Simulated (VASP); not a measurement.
Wanted: the native input for a VASP 6.6.1 run.

* Task: relaxation of cell and atoms
* Functional: PBE
* Dispersion: D3(BJ)
* Potentials or basis: VASP PAW PBE potentials, release 64 (Ga_d, S)
* Cutoff: 600 eV
* k mesh: 9 × 9 × 2
* Occupations: gaussian, width 0.03 eV
* Spin: no spin polarisation
* Further INCAR settings: ALGO = Normal; EDIFF = 1e-06; IBRION = 2; EDIFFG = -0.01; NSW = 90; ISIF = 3

The structure of GaS lies in POSCAR:

```
GaS
1.0
    3.5850000000      0.0000000000      0.0000000000
   -1.7925000000      3.1047010726      0.0000000000
    0.0000000000      0.0000000000     15.5000000000
Ga S
4 4
Direct
    0.3333333333      0.6666666667      0.1700000000
    0.6666666667      0.3333333333      0.6700000000
    0.3333333333      0.6666666667      0.3300000000
    0.6666666667      0.3333333333      0.8300000000
    0.3333333333      0.6666666667      0.6000000000
    0.6666666667      0.3333333333      0.1000000000
    0.3333333333      0.6666666667      0.9000000000
    0.6666666667      0.3333333333      0.4000000000
```

One way to write it, as run:

INCAR

```
SYSTEM = GaS
PREC = Accurate ; ENCUT = 600
EDIFF = 1E-6 ; ISMEAR = 0
SIGMA = 0.03 ; LREAL = .FALSE.
LASPH = .TRUE. ; NELM = 80
ALGO = Normal ; ISIF = 3
LWAVE = .FALSE. ; LCHARG = .FALSE.
GGA = PE ; IVDW = 12
IBRION = 2 ; NSW = 90
EDIFFG = -0.01 ; KPAR = 2
```

KPOINTS

```
regular mesh
0
G
  9 9 2
  0 0 0
```

Potentials or basis: VASP PAW PBE potentials, release 64 (Ga_d, S).

Launch:

```sh
$ cat potpaw_PBE.64/Ga_d/POTCAR potpaw_PBE.64/S/POTCAR > POTCAR
$ mpirun -np 2 vasp_std > vasp.out
```

It gave:

* Relaxed volume: 21.49 Å³/atom
* Relaxed cell: a = 3.588 Å, b = 3.588 Å, c = 15.423 Å, α = 90.00°, β = 90.00°, γ = 120.00°
* Space group after relaxing (to 0.05 Å): P6_3/mmc (No. 194)
* Energy gained by relaxing: 0.9 meV/atom
* Ionic steps: 5
* Pressure after relaxing: 0.0 GPa
* Largest force after relaxing: 0.007 eV/Å
* Band gap on the k mesh: 1.57 eV, indirect (least direct gap 1.67 eV)
* Dispersion energy per atom: -0.274 eV

Caveat: an odd mesh through Γ misses points on the zone boundary, where band edges often lie.

It took 6.4 min on 2 MPI ranks on Intel(R) Xeon(R) Platinum 8488C (Sapphire Rapids), with other jobs on the host, peak memory 0.45 GiB a rank.
